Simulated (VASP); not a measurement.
Input of a VASP 6.6.1 run:

Contents of INCAR:

```
PREC     = Accurate       # precision mode
ENCUT    = 520            # plane-wave cutoff, eV
EDIFF    = 1E-6           # SCF threshold, eV
ISMEAR   = 0              # smearing method
SIGMA    = 0.05           # smearing width, eV
LREAL    = False          # projectors in reciprocal space
LASPH    = True           # aspherical terms in the spheres
NELM     = 150            # most SCF steps
ALGO     = Normal         # electronic algorithm
ISIF     = 2              # what is computed and relaxed
LWAVE    = False          # write WAVECAR
LCHARG   = True           # write CHGCAR
ISPIN    = 2              # spin polarisation
MAGMOM   = 7 7            # initial moments
LORBIT   = 11             # projections on sites
LMAXMIX  = 6              # l up to which the mixer works
LDAU     = True           # DFT+U
LDAUTYPE = 2            
LDAUL    = 3              # shell
LDAUU    = 6              # U, eV
LDAUJ    = 0            
LDAUPRINT= 1            
GGA      = PE             # functional
LELF     = True           # ELF
LVHAR    = True         
NBANDS   = 29             # bands
```

Contents of KPOINTS:

```
Automatic mesh
0
Gamma
  10 10 6
```

The input POSCAR:

```
Gd
1.0
    3.6399995402      0.0000000000      0.0000000000
   -1.8199997701      3.1523320716      0.0000000000
    0.0000000000      0.0000000000      5.7803192698
Gd
2
Direct
    0.3333333333      0.6666666667      0.7500000000
    0.6666666667      0.3333333333      0.2500000000
```

Potentials or basis: VASP PAW PBE potentials, release 64 (Gd).

Launch:

```bash
$ cat potpaw_PBE.64/Gd/POTCAR > POTCAR
$ mpirun -np 1 vasp_std > vasp.out
```

Problem. Estimate the pressure.

Solution. 0.8 GPa.

Problem. Estimate the site moments.

Solution. Gd +7.10 μB.

Stress tensor (GPa, compression positive):
```
0.67 0.00 0.00
0.00 0.67 0.00
0.00 0.00 1.18
```

 The state reached can hang on the start; a lower one may exist.
